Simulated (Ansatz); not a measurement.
CsCl:
```xyz
2
Lattice="4.0686 0.0000 0.0000 0.0000 4.0686 0.0000 0.0000 0.0000 4.0686" Properties=species:S:1:pos:R:3 pbc="T T T"
Cs     0.0000     0.0000     0.0000
Cl     2.0343     2.0343     2.0343
```

Relaxed with PBEsol.

Question: Decompose the optical modes at the zone centre into irreducible representations, and say which are infrared and Raman allowed.

Answer: Point group m-3m: Γ_opt = T1u. Infrared: T1u. Raman: none.

Question: Assign frequencies (DFPT, plane-wave PAW PBEsol (Ansatz code); without the LO–TO term).

Answer: T1u 93 cm⁻¹.

Space group Pm-3m (CsCl type). Symmetry was held in the PBEsol relaxation. Scalar-relativistic: spin–orbit coupling is off unless named, which matters more the heavier the elements.

Potentials: the earlier of the program's two PAW sets. The files were generated under PBE; for other functionals the program regenerates the frozen cores, and for LDA and PBEsol the local potential too.
